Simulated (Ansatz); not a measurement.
# B: what a guessed cell relaxes into, part 2 of 2

The task: take a trial cell of B to zero force and stress.

Ansatz 0.2.0; DFT PBE, scalar-relativistic, plane waves, PAW.

## 4. Another rough relaxation

The end of the coarse run is made exact in the group found at a tolerance of 0.06 Å and reduced to its primitive cell.

Contents of input.yaml:

```yaml
crystal:
  lattice:
    - [4.0031729627, 0.0, 0.0]
    - [0.0, 4.0031729627, 0.0]
    - [0.0, 0.0, 1.866311069]
  atoms:
    - { symbol: B, position: [0.3074788743, 0.0, 0.75] }
    - { symbol: B, position: [0.6925211257, 0.0, 0.25] }
    - { symbol: B, position: [0.0, 0.3074788743, 0.0] }
    - { symbol: B, position: [0.0, 0.6925211257, 0.5] }
basis:
  ecutwfc: 420
kpoints:
  mp_grid: { grid: [4, 4, 10] }
hamiltonian:
  xc: pbe
scf:
  occupations: { method: gaussian, width: 0.1 }
  lower_state_search: "off"
output:
  forces: true
  stress: true
  eigenvalues: true
relax:
  adjacent_minimum: "off"
  f_tol: 0.04
  max_steps: 70
  cell: { stress_tol: 0.4 }
```

Started as:

```console
> ansatz run input.yaml --threads 1 --pin off --max-ram 2560MiB --backend cpu --events-out ev --progress --plain --runs-dir out
```

The log of the run (excerpt; [...] marks lines left out):

```text
[...]
relax step   4: F+E_penalty+E_count = -621.55019421 eV  Δ(F+E_penalty+E_count) = +4.481e-5 eV  max|allowed force component| = 1.591e-3 eV/Å  Δτ_max = 0.0000 Å  P = +0.013 GPa  Ω = 29.908 Å³  stress off target by 9.11e-2 GPa  SCF on the basis re-selected at this cell (its energy is not [...]
SCF converged after 6 iterations
Free energy (F): -621.550194 eV
[...]
E sigma→0 (E₀):  -621.547797 eV
Entropy (-TS):   -0.004795 eV (-1.199 meV/atom)
Fermi energy:    9.451587 eV
[...]
--- Forces (eV/Å), atoms counted from 1 ---
  atom   1  B     -0.00159094     0.00000000     0.00000000
  atom   2  B      0.00159094    -0.00000000     0.00000000
  atom   3  B      0.00000000    -0.00159094    -0.00000000
  atom   4  B      0.00000000     0.00159094     0.00000000
[...]
--- Stress (GPa, compression-positive) ---
       -0.025729      -0.000000       0.000000
[...]
        0.000000       0.000000       0.091053
  P = ⅓ Tr σ = 0.0132 GPa (0.132 kbar)
--- Band table (eV; the first three rows and the last of 36) ---
  k-point 0: bands = ["-6.8721", "-1.1166", "1.0245", "1.0245", "1.0899", "6.9693", "12.0908", "12.0908", "15.0705", "22.5886"]
[...]
--- Relaxed structure (3 steps of the walk, 3 accepted, 1 SCFs on fresh bases) ---
  F+E_penalty+E_count = -621.55019421 eV   max|allowed force component| = 1.591e-3 eV/Å   (the final SCF, on the basis selected at the relaxed cell)
  cell:  # Å, volume = 29.9076 Å³
    - [4.011598522576834, -3.1047307255913725e-35, 0.0]
    - [0.0, 4.011598522576834, -9.935138321892392e-34]
    - [0.0, -4.6318404912706765e-34, 1.8584338840184826]
  atoms:
    - { symbol: B, position: [0.30745137789561033, -8.46361578824247e-22, 0.7500000000000001] }
    - { symbol: B, position: [0.6925486221043898, -8.463615788241959e-22, 0.25] }
    - { symbol: B, position: [2.5390847364726204e-21, 0.30745137789561033, -2.1382117680737565e-50] }
    - { symbol: B, position: [2.5390847364726204e-21, 0.6925486221043898, 0.5] }
```

It took 4.4 s on 1 thread of AMD EPYC 7B13 (Zen 3), shared host; peak memory 0.35 GiB.

## 5. Relaxation on the finer mesh

The end of the coarse run is made exact in the group found at a tolerance of 0.06 Å and reduced to its primitive cell.

Contents of input.yaml:

```yaml
crystal:
  lattice:
    - [4.0115985226, 0.0, 0.0]
    - [0.0, 4.0115985226, 0.0]
    - [0.0, 0.0, 1.858433884]
  atoms:
    - { symbol: B, position: [0.3074513779, 0.0, 0.75] }
    - { symbol: B, position: [0.6925486221, 0.0, 0.25] }
    - { symbol: B, position: [0.0, 0.3074513779, 0.0] }
    - { symbol: B, position: [0.0, 0.6925486221, 0.5] }
basis:
  ecutwfc: 420
kpoints:
  mp_grid: { grid: [12, 12, 24] }
hamiltonian:
  xc: pbe
scf:
  occupations: { method: gaussian, width: 0.1 }
output:
  forces: true
  stress: true
  eigenvalues: true
  write_density: true
  write_potential: true
  elf: true
  volumetric_format: npy
relax:
  adjacent_minimum: "off"
  f_tol: 0.01
  max_steps: 80
  cell: { stress_tol: 0.05 }
```

Started as:

```console
> ansatz run input.yaml --threads 1 --pin off --max-ram 2560MiB --backend cpu --events-out ev --progress --plain --runs-dir out
```

The log of the run (excerpt; [...] marks lines left out):

```text
Warning: RAYON_NUM_THREADS=1 ignored (pool sized by the plan → 1); use --threads N
[...]
[... 3 set-up lines as earlier in the session ...]
[...]
Crystal: 4 atoms, lattice volume = 29.908 Å³
Basis set: ecut = 420 eV, 591 PW (Γ), exchange–correlation on 54×54×30 points (8 copies of the dense FFT grid, shifted against one another)
Bands: 10, of which v1, the nominal top of the filled ones, is band 6 counted from 1 (5 counted from 0)
[... 1 set-up line as earlier in the session ...]
Space group: P4122 (ITA 91), of the structure as read, at distance tolerance 3.1e-5 Å
k-points: 364 of 3456 (time reversal used)
[...]
SCF iter   1: F=—  HF=-621.559803 eV  |F-HF|=—  |Δ(HF+E_count)|=         —  Δρ=7.37e-3  dr2=2.44e-2  ethr=1.77e-3  ⟨swp⟩=5.9  Hψ=23912  notcnv=0
[...]
       -0.000000       0.002431       0.000000
       -0.000000       0.000000      -0.037683
  P = ⅓ Tr σ = -0.0109 GPa (-0.109 kbar)
--- Band table (eV; the first three rows and the last of 364) ---
  k-point 0: bands = ["-6.8701", "-1.0938", "1.0264", "1.0264", "1.0918", "6.9551", "12.1177", "12.1177", "15.0689", "22.5272"]
[...]
--- Relaxed structure (3 steps of the walk, 3 accepted, 1 SCFs on fresh bases) ---
  F+E_penalty+E_count = -621.55425423 eV   max|allowed force component| = 1.213e-3 eV/Å   (the final SCF, on the basis selected at the relaxed cell)
  cell:  # Å, volume = 29.9446 Å³
    - [4.011524324537706, 0.0, 0.0]
    - [0.0, 4.011524324537706, -1.6178712521353123e-33]
    - [0.0, -7.49503405682048e-34, 1.8607985434732253]
  atoms:
    - { symbol: B, position: [0.3070037637793428, -2.4004520062727992e-35, 0.75] }
    - { symbol: B, position: [0.6929962362206572, -2.4004520062728024e-35, 0.25000000000000006] }
    - { symbol: B, position: [-6.901299518034306e-35, 0.3070037637793428, -1.2953984810600054e-35] }
    - { symbol: B, position: [-5.701073514897905e-35, 0.6929962362206572, 0.5000000000000001] }
```

Run time: 45 s. Hardware: 1 thread of AMD EPYC 7B13 (Zen 3), shared host; peak memory 0.51 GiB.

Step by step:

```
step  E - E(step 1) (eV/cell)  largest force component (eV/Å)  pressure (GPa)  volume (Å³)
   1                   0.0000                          0.0692            0.22        29.91
   2                  -0.0002                          0.0406            0.16        29.92
   3                  -0.0003                          0.0012           -0.01        29.94
   4                  -0.0004                          0.0012           -0.01        29.94
```

Step 1 is the start. Step 4 repeats the geometry before it on a plane-wave basis chosen anew for that cell, so its energy need not be comparable with the rows above.

|  | before | after | change |
| --- | --- | --- | --- |
| a (Å) | 4.012 | 4.012 | 0.0 % |
| b (Å) | 4.012 | 4.012 | 0.0 % |
| c (Å) | 1.858 | 1.861 | +0.1 % |
| volume (Å³/atom) | 7.48 | 7.49 | +0.1 % |
| shortest distance (Å) | 1.803 | 1.803 | 0.0 % |
| space group (0.01 Å) | P4_122 | P4_122 | same |

The run keeps the 8 symmetry operations of the start, so it could not have lowered the symmetry.

Density in a lattice plane of the grid's cell (edges 4.01 and 1.86 Å, at 1.000 of the third edge), which holds B.

Values in e/Å³, 6 rows by 12 columns:
```
0.30 0.46 0.70 0.58 0.41 0.77 0.75 0.69 0.67 0.58 0.43 0.32
0.30 0.46 0.70 0.58 0.41 0.77 0.75 0.69 0.67 0.58 0.43 0.32
0.30 0.38 0.57 0.69 0.72 0.77 0.75 0.77 0.72 0.69 0.57 0.38
0.30 0.32 0.43 0.58 0.67 0.69 0.75 0.77 0.41 0.58 0.70 0.46
0.30 0.32 0.43 0.58 0.67 0.69 0.75 0.77 0.41 0.58 0.70 0.46
0.30 0.38 0.57 0.69 0.72 0.77 0.75 0.77 0.72 0.69 0.57 0.38
```
Columns run along the first of these edges and rows up along the second, over one cell in 12 and 6 even steps from the bottom left corner. Atoms in the plane (fractional): B at (0.31, 0.75), B at (0.69, 0.25).

ELF in the same plane.

Ten even steps from '0' (0.00) to '9' (0.83):
```
235664100368999876655422
235653000158999987654322
235653000158999987654322
235664100368999876655422
224555434689998643455542
222455667899986300146653
222345678999985100035653
222345678999985100035653
222455667899986300146653
224555434689998643455542
```
Columns run along the first of these edges and rows up along the second, over one cell in 24 and 10 even steps from the bottom left corner. Atoms in the plane (fractional): B at (0.31, 0.75), B at (0.69, 0.25).

Both are smooth fields of the valence electrons: close to the nuclei they are not physical.

Outside the cores ELF peaks at 0.92 on the B–B line, 0.9 Å from B.

## 6. Changing settings: mp_grid.shift [0.5, 0.5, 0.5], mixing.algorithm msr1, mixing.beta 0.9, mixing.ndim 2

Contents of input.yaml:

```yaml
crystal:
  lattice:
    - [4.0115243245, 0.0, 0.0]
    - [0.0, 4.0115243245, 0.0]
    - [0.0, 0.0, 1.8607985435]
  atoms:
    - { symbol: B, position: [0.3070037638, 0.0, 0.75] }
    - { symbol: B, position: [0.6929962362, 0.0, 0.25] }
    - { symbol: B, position: [0.0, 0.3070037638, 0.0] }
    - { symbol: B, position: [0.0, 0.6929962362, 0.5] }
basis:
  ecutwfc: 420
kpoints:
  mp_grid: { grid: [12, 12, 24], shift: [0.5, 0.5, 0.5] }
hamiltonian:
  xc: pbe
scf:
  occupations: { method: gaussian, width: 0.1 }
  mixing: { algorithm: msr1, beta: 0.9, ndim: 2 }
output:
  forces: true
  eigenvalues: true
  stress: true
```

Started as:

```console
> ansatz run input.yaml --threads 1 --pin off --max-ram 2560MiB --backend cpu --events-out ev --progress --plain --runs-dir out
```

The log of the run (excerpt; [...] marks lines left out):

```text
Warning: RAYON_NUM_THREADS=1 ignored (pool sized by the plan → 1); use --threads N
[...]
[... 3 set-up lines as earlier in the session ...]
[...]
Crystal: 4 atoms, lattice volume = 29.945 Å³
Basis set: ecut = 420 eV, 591 PW (Γ), exchange–correlation on 54×54×30 points (8 copies of the dense FFT grid, shifted against one another)
Bands: 10, of which v1, the nominal top of the filled ones, is band 6 counted from 1 (5 counted from 0)
[... 2 set-up lines as earlier in the session ...]
k-points: 252 of 3456 (time reversal used)
[...]
SCF iter   1: F=—  HF=-621.557739 eV  |F-HF|=—  |Δ(HF+E_count)|=         —  Δρ=7.48e-3  dr2=2.59e-2  ethr=1.77e-3  ⟨swp⟩=6.1  Hψ=16671  notcnv=0
[...]
SCF iter   6: F=-621.551423 eV  HF=-621.551423 eV  |F-HF|=5.87e-8  |Δ(HF+E_count)|=   1.59e-6  Δρ=1.16e-5  dr2=2.65e-8  ethr=8.33e-10  ⟨swp⟩=6.8  Hψ=13894  notcnv=0
[...]
SCF converged after 6 iterations
Free energy (F): -621.551423 eV
[...]
E sigma→0 (E₀):  -621.550072 eV
Entropy (-TS):   -0.002702 eV (-0.676 meV/atom)
Fermi energy:    9.482542 eV
[...]
--- Forces (eV/Å), atoms counted from 1 ---
  atom   1  B     -0.01023858     0.00000000    -0.00000000
  atom   2  B      0.01023858     0.00000000     0.00000000
  atom   3  B     -0.00000000    -0.01023858     0.00000000
  atom   4  B     -0.00000000     0.01023858     0.00000000
[...]
--- Stress (GPa, compression-positive) ---
       -0.206647       0.000000       0.000000
        0.000000      -0.206647      -0.000000
        0.000000      -0.000000       0.789391
  P = ⅓ Tr σ = 0.1254 GPa (1.254 kbar)
--- Band table (eV; the first three rows and the last of 252) ---
  k-point 0: bands = ["-6.8328", "-1.1981", "0.5747", "1.1982", "1.5869", "6.8433", "12.1453", "12.1706", "15.2767", "21.9363"]
[...]
```

Wall time 5.9 s (1 thread of AMD EPYC 7B13 (Zen 3), shared host); peak memory 0.42 GiB.

```csv
run,ending,energy change,pressure (GPa),gap (eV),force (eV/Å),cycles,time
step 5,converged,0,0.0,0.00,0.00,-,45 s
variant,converged,+0.7 meV/atom,0.1,0.00,0.01,6,5.9 s
```

Changing the k-point mesh and mixing moves the energy by +0.7 meV/atom. Sampling errors of the energy have no fixed sign.

## 7. Summary of results

What follows sums up all 2 parts. Changes of volume or cell count from the first structure of part 1.

| quantity | value |
| --- | --- |
| symmetry at the end (tolerance 0.05 Å) | space group P4_122 (No. 91) |
| conventional cell | a = 4.012 Å, b = 4.012 Å, c = 1.861 Å, α = 90.00°, β = 90.00°, γ = 90.00° |
| volume | 7.49 Å³/atom |
| energy over the standard state | +0.53 eV/atom |
| gap on the mesh | none (metal) |

**Reading.** The space group P4_122 (No. 91) is kept, and the volume per atom grows by 8.3 % from the first guess. It lies above the element's standard state, so it is metastable at best. No finished test with a distortion of lower symmetry is shown, so the end may be a saddle point.
